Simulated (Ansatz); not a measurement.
# H-CC-Cl chair monolayer in a perpendicular field, part 2 of 2

What dipole does a perpendicular field induce in the H-CC-Cl chair monolayer, and does the gap follow? A positive field points along +c.

Ansatz 0.2.0; plane-wave DFT, PBE-D3(BJ), Ansatz PAW (set soft_1); PAW set soft_1.

So far. Step 2 (Relaxation): The lattice constant a goes from 2.508 to 2.748 Å.

## (3) Single point, field 0

A sawtooth potential applies the field, turning back in the middle of the vacuum. With the dipole correction the typed value is the field outside the slab. The induced dipole is small, so the SCF threshold is tight.

The cell differs from the one that the last finished run ended in (c 37.757 → 21.334 Å).

File input.yaml:

```yaml
crystal:
  lattice:
    - [2.7483720964, 0.0, 0.0]
    - [-1.3741860482, 2.3801600545, 0.0]
    - [0.0, 0.0, 21.3339543134]
  atoms:
    - { symbol: Cl, position: [0.6666666667, 0.3333333333, 0.4218627202] }
    - { symbol: C, position: [0.6666666667, 0.3333333333, 0.5043849856] }
    - { symbol: C, position: [0.3333333333, 0.6666666667, 0.5263562288] }
    - { symbol: H, position: [0.3333333333, 0.6666666667, 0.5781372798] }
kpoints:
  mp_grid: { grid: [24, 24, 1] }
  band_path:
    path: [[0, 0, 0], [0.5, 0, 0], [0.33333333, 0.33333333, 0], [0, 0, 0]]
    npoints: 16
hamiltonian:
  xc: pbe
  dispersion: d3bj
  pseudopotentials: { kind: paw, azcp: { folder: soft_1 } }
scf:
  occupations: { method: fermi_dirac, width: 0.02585 }
  convergence: { dr2_threshold: 1.0e-10 }
efield:
  axis: 3
  dipole_correction: true
  ramp_position: 0.97
  ramp_width: 0.06
  amplitude: 0
output:
  dos: { projected: true, e_range: [-6, 5] }
  write_potential: true
  write_density: true
  volumetric_format: npy
  elf: true
```

Launch:

```sh
$ ansatz run input.yaml --threads 2 --pin off --max-ram 3072MiB --backend cpu --events-out ev --progress --plain --runs-dir out
```

Numbers of over 12 decimals in the logs are rounded to 6 here.

What it wrote:

```text
[...]
Crystal: 4 atoms, lattice volume = 139.557 Å³
Basis set: ecut = 420 eV, 2741 PW (Γ)
Bands: 12, of which v1, the nominal top of the filled ones, is band 8 counted from 1 (7 counted from 0)
Symmetry: 6 space group operations
[...]
k-points: 61 of 576 (time reversal used)
[...]
SCF iter   1: F=—  HF=-1596.906169 eV  |F-HF|=—  |Δ(HF+E_count)|=         —  Δρ=4.71e-2  dr2=2.87e0  ethr=3.10e-3  p=-0.000 e·Å  D=-4.42e-8 V/Å  ΔV_dip=0.00 eV  dr2_dipole=2.79e-3  V_vac-E_F(+/−)=4.64/4.64 eV  ⟨swp⟩=9.8  Hψ=6657  notcnv=0
efield: sawtooth ramp at fractional position 0.9700 (set: `efield.ramp_position`, or a place that a band, a saddle search or an elastic batch's reference lends), width 0.0600; the density the first Hamiltonian is built on has a dipole p = -0.000 e·Å; the dipole correction subtracts the counter field D = -4.42e-8 V/Å, which shifts the + side's vacuum level by +0.00 eV against the − side's; the planar-averaged density in the ramp window peaks in size at 2.9e-6 e/Å³
[...]
SCF iter   2: F=—  HF=-1596.084177 eV  |F-HF|=—  |Δ(HF+E_count)|=   8.22e-1  Δρ=2.16e-2  dr2=5.82e-1  ethr=3.10e-3  p=0.033 e·Å  D=4.25e-2 V/Å  ΔV_dip=-0.91 eV  dr2_dipole=3.75e-2  V_vac-E_F(+/−)=1.97/2.88 eV  ⟨swp⟩=3.4  Hψ=2177  notcnv=0
[...]
SCF iter  15: F=-1595.951447 eV  HF=-1595.951447 eV  |F-HF|=1.05e-11  |Δ(HF+E_count)|=  3.25e-11  Δρ=9.57e-8  dr2=5.97e-12  ethr=1.00e-12  p=0.075 e·Å  D=9.71e-2 V/Å  ΔV_dip=-2.07 eV  dr2_dipole=4.14e-13  V_vac-E_F(+/−)=1.14/3.22 eV  ⟨swp⟩=5.4  Hψ=3248  notcnv=0
SCF 1 converged in 15 iterations: F = -1595.951447 eV  dr2 = 5.97e-12
[...]
NSCF: frozen V_eff on 49 k-points
efield: sawtooth ramp at fractional position 0.9700 (kept from the solve that this one continues, or follows in the run), width 0.0600; the density the first Hamiltonian is built on has a dipole p = 0.075 e·Å; the dipole correction subtracts the counter field D = 9.71e-2 V/Å, which shifts the + side's vacuum level by -2.07 eV against the − side's; the planar-averaged density in the ramp window peaks in size at 4.7e-6 e/Å³
WARN: The output density's exchange-correlation potential varies sharply where the density is thin. Do not read a vacuum level from v_tot or v_xc, or from such a field of the output density. On a cell that repeats whose density bears no net charge and no dipole along the vacuum's axis use v_es (v_loc + v_h of the components); under efield.dipole_correction with no amplitude use v_es + v_field, which holds any externa [...]
SCF converged after 15 iterations
Free energy (F): -1595.951447 eV
[...]
Internal energy: -1595.951445 eV  (E = F + TS)
E sigma→0 (E₀):  -1595.951446 eV
Entropy (-TS):   -0.000002 eV (-0.000 meV/atom)
Fermi energy:    0.781600 eV
Dipole field:    D = 0.097138 V/Å  (p = 0.074917 e·Å, saw-weighted, corrected)
Work function:   Φ+ = 1.1449 eV   Φ− = 3.2172 eV
Levels:          The Fermi level and band energies are counted from a zero that moves with the ramp; work functions are not
[...]
--- Band table (eV; the first three rows and the last of 61) ---
  k-point 0: bands = [... 4 lower, -3.7489, -3.7489, 0.5628, 0.5628, 0.9840, 2.2194, 2.7076, 3.6659]
  k-point 1: bands = [... 4 lower, -3.9357, -3.8127, 0.3947, 0.5343, 1.0259, 2.2655, 2.7472, 3.7717]
  k-point 2: bands = [... 4 lower, -4.4408, -3.9919, -0.0601, 0.4488, 1.1501, 2.3952, 2.8480, 3.9106]
  k-point 60: bands = [... 4 lower, -7.5334, -6.1376, -4.8716, -4.3069, 4.1810, 5.2139, 7.0124, 8.4201]
```

Elapsed: 13 s, on 2 threads of Arm Neoverse V1, shared host; peak memory 0.46 GiB; 26 s of CPU time.

This step gave:

```
dipole along the normal            : 0.07492 e·Å
gap along the path                 : 0.4213 eV
smallest direct gap along the path : 0.4213 eV
step between the vacuum levels     : -2.072 eV
ionisation energy, upper face      : 1.364 eV
electron affinity, upper face      : 0.9424 eV
ionisation energy, lower face      : 3.436 eV
gap, the smaller of path and mesh  : 0.4213 eV
```

Running mean over a fixed 2.5 Å (it still follows the layers) of the planar mean; the ramp of the sawtooth is left out. Table of electron's electrostatic potential energy less the Fermi level by z:

| z (Å) | electron's electrostatic potential energy less the Fermi level (eV) |
| --- | --- |
| 3.0 | 3.22 |
| 3.5 | 3.22 |
| 4.0 | 3.22 |
| 4.5 | 3.22 |
| 5.0 | 3.22 |
| 5.5 | 3.22 |
| 6.0 | 3.21 |
| 6.5 | 3.14 |
| 7.0 | 2.72 |
| 7.5 | 0.771 |
| 8.0 | -2.15 |
| 8.5 | -4.26 |
| 9.0 | -5.41 |
| 9.5 | -7.92 |
| 10.0 | -10.3 |
| 10.5 | -10.1 |
| 11.0 | -9.10 |
| 11.5 | -8.90 |
| 12.0 | -6.64 |
| 12.5 | -2.80 |
| 13.0 | -0.406 |
| 13.5 | 0.372 |
| 14.0 | 0.962 |
| 14.5 | 1.10 |
| 15.0 | 1.13 |
| 15.5 | 1.14 |
| 16.0 | 1.14 |
| 16.5 | 1.14 |
| 17.0 | 1.14 |
| 17.5 | 1.14 |
| 18.0 | 1.14 |

The density of states has structure finer than the step of the table below, so its rows give means over 0.25 eV, whole bins alone (the curve runs from -6 to 2.19 eV). Peaks (eV: height): -1.810: 1.34, 2.080: 3.43.

The density of states by energy, zero at the Fermi level of the run, which the smearing sets inside the gap; means over each step:

energy (eV), density of states (states/eV a cell) and a bar:
```
    -5.75       1.90 #########################
    -5.50       1.20 ################
    -5.25       0.97 #############
    -5.00       0.90 ############
    -4.75       0.85 ###########
    -4.50       0.62 ########
    -4.25       0.52 #######
    -4.00       0.51 #######
    -3.75       0.52 #######
    -3.50       0.52 #######
    -3.25       0.54 #######
    -3.00       0.55 #######
    -2.75       0.59 ########
    -2.50       0.63 ########
    -2.25       0.71 ##########
    -2.00       0.89 ############
    -1.75       1.05 ##############
    -1.50       0.73 ##########
    -1.25       0.62 ########
    -1.00       0.55 #######
    -0.75       0.51 #######
    -0.50       0.49 #######
    -0.25       0.29 ####
     0.00       0.00 
     0.25       0.19 ###
     0.50       0.31 ####
     0.75       0.31 ####
     1.00       0.32 ####
     1.25       0.32 ####
     1.50       0.54 #######
     1.75       0.82 ###########
     2.00       2.24 ##############################
```

Projected DOS per atom over height of the atomic layer and energy from the Fermi level. Layers: Cl C C H from below.

Ten even steps from '_' (0.00 states/eV) to '@' (1.06 states/eV), each cell a mean:
```
::++--__
________
________
________
________
________
::______
==______
==______
++______
%%______
**______
++______
==______
==______
==______
==______
==______
==....__
==....__
++::::__
@@--==..
```
Columns: height of the atomic layer (Å) from 9 to 12.3 (not evenly spaced); rows upwards: energy from the Fermi level (eV) from -5.96 to 2.14.

Electronic bands along the path, in eV, zero at the Fermi level of the run, which the smearing sets inside the gap:

| point | band 5 | band 6 | band 7 | band 8 | band 9 | band 10 | band 11 | band 12 |
| --- | --- | --- | --- | --- | --- | --- | --- | --- |
| Γ | -4.53 | -4.53 | -0.22 | -0.22 | 0.20 | 1.44 | 1.93 | 2.88 |
| halfway | -6.39 | -5.99 | -3.77 | -1.07 | 1.61 | 2.05 | 3.01 | 3.35 |
| M | -7.27 | -7.01 | -6.08 | -1.81 | 2.18 | 2.77 | 4.84 | 5.70 |
| halfway | -8.22 | -7.05 | -6.03 | -3.40 | 3.02 | 4.46 | 4.97 | 5.68 |
| K | -8.31 | -6.92 | -5.65 | -5.09 | 3.40 | 4.43 | 6.23 | 7.64 |
| halfway | -7.34 | -6.26 | -4.05 | -2.02 | 2.10 | 2.45 | 3.71 | 4.50 |
| Γ | -4.53 | -4.53 | -0.22 | -0.22 | 0.20 | 1.44 | 1.93 | 2.88 |

The electronic bands as a text plot (rows in eV, shown from -8.2 to 2.9 only):

```
    2.7 |+      +++  +++  ++++++++              ++++++ +++      +
    2.2 |  ++++++++++    ++++++                     +++++++++++
    1.7 |+++++++   ++++++                             +   +++++++
    1.3 |++      ++                                    ++      ++
    0.8 |    ++++                                        +++
    0.3 |++++                                               +++++
   -0.1 |***                                                 ****
   -0.6 |  ******                                         *****
   -1.0 |   *    ****                                  ***  *
   -1.5 |    **      *****                            *
   -2.0 |      *          ******                    **    **
   -2.4 |       *               **                 *     *
   -2.9 |                         *              **    **
   -3.4 |        **                *            *     *
   -3.8 |          *                *          *    **
   -4.3 |           *                **      **    *
   -4.7 |****        *                 *  ***    **         *****
   -5.2 |   ****      ***               **     **         ** **
   -5.7 |    ** ***      ***          *********          *  *
   -6.1 | ***  ******       **********              ************
   -6.6 |*   ***   ******                       ****   ** **    *
   -7.1 |       *     **************************      *  *
   -7.5 |                      ***                  ** **
   -8.0 |        **               *                *  *
         Γ                   M           K                      Γ
```

ELF in the ca plane at fractional y = 0.333, with atoms of Cl and C within 0.2 Å of it. It is the smooth field of the valence electrons, not physical close to the nuclei.

Ten even steps from '0' (0.00) to '9' (0.89), each cell a mean:
```
00000000000000013799986578841100000000000000
00000000000000014897578744641000000000000000
00000000000000015885369711541000000000000000
00000000000000014898778756741000000000000000
00000000000000003799985479842221000000000000
00000000000000000246641157644663100000000000
00000000000000000012210146545775100000000000
00000000000000001367752257744553100000000000
```
Columns run along c (16.0 Å, from fractional 0.09 to 0.84 of the cell), rows up along a (2.7 Å). Atoms in or near the plane, at fractional coordinates: Cl at (0.42, 0.67), C at (0.50, 0.67).

Electrostatic potential energy in the ca plane at fractional y = 0.333, with atoms of Cl and C within 0.2 Å of it. With pseudopotentials it is smooth inside the atoms' cores, unlike the true potential.

Ten even steps from '0' (-41 eV) to '9' (4 eV), each cell a mean:
```
99999999999999999963248744789999999999999999
99999999999999999720005300389999999999999999
99999999999999999710004200289999999999999999
99999999999999999830016400489999999999999999
99999999999999999974468866789999999999999999
99999999999999999999899987789999999999999999
99999999999999999999999987789999999999999999
99999999999999999998889988889999999999999999
```
Columns run along c (16.0 Å, from fractional 0.09 to 0.84 of the cell; values clipped at the 3rd and 97th percentile), rows up along a (2.7 Å). Atoms in or near the plane, at fractional coordinates: Cl at (0.42, 0.67), C at (0.50, 0.67).

Valence density in the ca plane at fractional y = 0.333, with atoms of Cl and C within 0.2 Å of it. It is the smooth field of the valence electrons, not physical close to the nuclei.

Ten even steps from '0' (0.0 e/Å³) to '9' (1.7 e/Å³), each cell a mean:
```
00000000000000000148963356410000000000000000
00000000000000000279896689510000000000000000
00000000000000000376598899620000000000000000
00000000000000000279986688510000000000000000
00000000000000000137752245410000000000000000
00000000000000000012211123321000000000000000
00000000000000000001110013321000000000000000
00000000000000000013321123321000000000000000
```
Columns run along c (16.0 Å, from fractional 0.09 to 0.84 of the cell), rows up along a (2.7 Å). Atoms in or near the plane, at fractional coordinates: Cl at (0.42, 0.67), C at (0.50, 0.67).

The gap is 0.42 eV, with the valence edge 1.36 eV and the conduction edge 0.94 eV under the upper vacuum level.

## (4) Single point, field 0.1 V/Å

input.yaml: that of step 3 with these lines changed.

```diff
@@ -25,7 +25,6 @@
   dipole_correction: true
-  ramp_position: 0.97
-  ramp_width: 0.06
-  amplitude: 0
+  ramp_position: 0.9067
+  ramp_width: 0.1533
+  amplitude: 0.1
 output:
-  dos: { projected: true, e_range: [-6, 5] }
   write_potential: true
@@ -33,2 +32 @@
   volumetric_format: npy
-  elf: true
```

What it wrote:

```text
[...]
Crystal: 4 atoms, lattice volume = 139.557 Å³
Basis set: ecut = 420 eV, 2741 PW (Γ)
Bands: 12, of which v1, the nominal top of the filled ones, is band 8 counted from 1 (7 counted from 0)
Symmetry: 6 space group operations
[...]
k-points: 61 of 576 (time reversal used)
[...]
--- Band table (eV; the first three rows and the last of 61) ---
  k-point 0: bands = [... 4 lower, -3.7734, -3.7734, 0.5235, 0.5235, 1.0999, 2.3944, 2.9220, 3.6127]
  k-point 1: bands = [... 4 lower, -3.9602, -3.8372, 0.3557, 0.4949, 1.1414, 2.4372, 2.9636, 3.7148]
  k-point 2: bands = [... 4 lower, -4.4653, -4.0163, -0.0992, 0.4091, 1.2650, 2.5451, 3.0843, 3.8675]
  k-point 60: bands = [... 4 lower, -7.5522, -6.1755, -4.9128, -4.3439, 4.1437, 5.1982, 7.0273, 8.3981]
[key lines of the parts left out:]
SCF converged after 15 iterations
Free energy (F): -1595.959742 eV
Fermi energy:    0.819781 eV
Dipole field:    D = 0.117941 V/Å  (p = 0.090961 e·Å, saw-weighted, corrected)
```

The job ended after 13 s (2 threads; peak memory 0.43 GiB; 26 s of CPU time).

The dipole is 0.0910 e·Å, 0.0160 e·Å from its value without field, and the gap 0.576 eV.

## (5) Atoms held, field -0.1 V/Å

input.yaml: that of step 4 with these lines changed.

```diff
@@ -27,3 +27,3 @@
   ramp_width: 0.1533
-  amplitude: 0.1
+  amplitude: -0.1
 output:
```

What it wrote:

```text
[...]
Crystal: 4 atoms, lattice volume = 139.557 Å³
Basis set: ecut = 420 eV, 2741 PW (Γ)
Bands: 12, of which v1, the nominal top of the filled ones, is band 8 counted from 1 (7 counted from 0)
Symmetry: 6 space group operations
[...]
k-points: 61 of 576 (time reversal used)
[...]
--- Band table (eV; the first three rows and the last of 61) ---
  k-point 0: bands = [... 4 lower, -3.7975, -3.7975, 0.5277, 0.5277, 0.7594, 1.8873, 2.6219, 3.6478]
  k-point 1: bands = [... 4 lower, -3.9843, -3.8613, 0.3592, 0.4993, 0.8023, 1.9330, 2.6628, 3.7465]
  k-point 2: bands = [... 4 lower, -4.4895, -4.0405, -0.0956, 0.4140, 0.9279, 2.0669, 2.7607, 3.8538]
  k-point 60: bands = [... 4 lower, -7.5874, -6.1736, -4.9048, -4.3437, 4.1446, 5.1564, 6.9231, 8.3688]
[key lines of the parts left out:]
SCF converged after 15 iterations
Free energy (F): -1595.944771 eV
Fermi energy:    0.652117 eV
Dipole field:    D = 0.075713 V/Å  (p = 0.058393 e·Å, saw-weighted, corrected)
```

Run time: 13 s. Hardware: 2 threads; peak memory 0.43 GiB; 26 s of CPU time.

The dipole is 0.0584 e·Å, -0.0165 e·Å from its value without field, and the gap 0.232 eV.

## (6) Response, atoms held

This step: plane-wave DFT, PBE-D3(BJ), Ansatz PAW (set soft_1); response to a field along the normal, atoms held; PAW set soft_1 (Ansatz 0.2.0).

The dipoles give the slope, and the difference of two potentials shows where the field is screened.

This step gave:

- equivalent conductor thickness p/(ε₀AE): 4.504 Å
- distance between the outer atoms: 3.334 Å

Table of dipole of the cell by applied field:

| applied field (V/Å) | dipole of the cell (e·Å) |
| --- | --- |
| -0.1000 | 0.0584 |
| 0.0000 | 0.0749 |
| 0.1000 | 0.0910 |

Local field over the applied field, running mean. From the potentials at -0.1 and 0.1 V/Å; running mean over 2.5 Å. The local field over applied field by z:

| z (Å) | local field over applied field |
| --- | --- |
| 4.00 | 1.000 |
| 4.30 | 1.000 |
| 4.74 | 1.000 |
| 5.04 | 0.999 |
| 5.48 | 0.997 |
| 5.78 | 0.993 |
| 6.22 | 0.979 |
| 6.52 | 0.957 |
| 6.82 | 0.915 |
| 7.26 | 0.800 |
| 7.56 | 0.693 |
| 8.00 | 0.525 |
| 8.30 | 0.417 |
| 8.74 | 0.268 |
| 9.04 | 0.190 |
| 9.33 | 0.135 |
| 9.78 | 0.0861 |
| 10.07 | 0.0824 |
| 10.52 | 0.106 |
| 10.82 | 0.120 |
| 11.26 | 0.150 |
| 11.56 | 0.187 |
| 12.00 | 0.279 |
| 12.30 | 0.371 |
| 12.59 | 0.467 |
| 13.04 | 0.602 |
| 13.33 | 0.694 |
| 13.78 | 0.820 |
| 14.07 | 0.881 |
| 14.52 | 0.938 |
| 14.82 | 0.959 |
| 15.11 | 0.972 |
| 15.56 | 0.984 |
| 15.85 | 0.989 |
| 16.30 | 0.993 |
| 16.59 | 0.995 |
| 17.04 | 0.997 |
| 17.33 | 0.998 |

Electrons, planar mean, per unit field. Induced electron density against z:

| z (Å) | induced electron density (e/Å³ per V/Å) |
| --- | --- |
| 4.00 | 2.2e-7 |
| 4.30 | 4.7e-7 |
| 4.74 | 1.5e-6 |
| 5.04 | 3.3e-6 |
| 5.48 | 1.1e-5 |
| 5.78 | 2.4e-5 |
| 6.22 | 7.8e-5 |
| 6.52 | 1.7e-4 |
| 6.82 | 3.6e-4 |
| 7.26 | 0.00105 |
| 7.56 | 0.00202 |
| 8.00 | 0.00424 |
| 8.30 | 0.00487 |
| 8.74 | 0.00166 |
| 9.04 | -5.2e-4 |
| 9.33 | -1.8e-4 |
| 9.78 | -7.2e-4 |
| 10.07 | -0.00122 |
| 10.52 | 0.00116 |
| 10.82 | 0.00258 |
| 11.26 | -0.00291 |
| 11.56 | -3.5e-4 |
| 12.00 | -3.3e-4 |
| 12.30 | -0.00249 |
| 12.59 | -0.00357 |
| 13.04 | -0.00262 |
| 13.33 | -0.00175 |
| 13.78 | -8.7e-4 |
| 14.07 | -5.5e-4 |
| 14.52 | -2.8e-4 |
| 14.82 | -1.8e-4 |
| 15.11 | -1.2e-4 |
| 15.56 | -6.7e-5 |
| 15.85 | -4.7e-5 |
| 16.30 | -2.8e-5 |
| 16.59 | -2.1e-5 |
| 17.04 | -1.3e-5 |
| 17.33 | -9.7e-6 |

The smaller of the gaps on the path and on the k-mesh, counted as 0 under 0.03 eV. The gap by applied field:

| applied field (V/Å) | gap (eV) |
| --- | --- |
| -0.1000 | 0.232 |
| 0.0000 | 0.421 |
| 0.1000 | 0.576 |

By hand: between -0.1 and 0.1 V/Å the dipole changes by 0.03257 e·Å, a slope of 0.1628 e·Å²/V. A perfect conductor of thickness t has p = ε₀AEt, so t = 180.95 × 0.1628 / 6.542 = 4.50 Å (e/ε₀ = 180.95 V·Å, A in Å²).

The induced dipole is that of a conductor 4.50 Å thick.

## (7) Results

```
gap without field                          : 0.421 eV
ionisation energy, upper face              : 1.36 eV
electron affinity, upper face              : 0.942 eV
step between the vacuum levels             : -2.07 eV
equivalent conductor thickness, atoms held : 4.50 Å
```

**Reading.** The induced dipole equals that of a perfect conductor 4.50 Å thick, while the outer atoms lie 3.33 Å apart; an out-of-plane ε follows only once a thickness t is chosen, by 1 − 1/ε = 4.50 Å / t. The two faces differ: the vacuum level above lies 2.07 eV lower than the one below. The gap goes from 0.42 eV to 0.23 eV at -0.1 V/Å. With the field reversed the gap is 0.58 eV at 0.1 V/Å. Semilocal functionals give gaps that are too small, and excitons are not included.

[Logs are printed without paths, hosts, clocks, repeated set-up lines and the standing remarks that a program may print on its own settings, such as how far it seeks lower states.]

[Hosts, paths, dates, database ids (printed as entryN), source tags and the programs' standing remarks are cut or masked in the printed files.]

[Maps of the electrostatic potential energy from Ansatz leave out the sawtooth potential of an applied field or a dipole correction, so their vacuum need not be flat; planar profiles and work functions include it.]
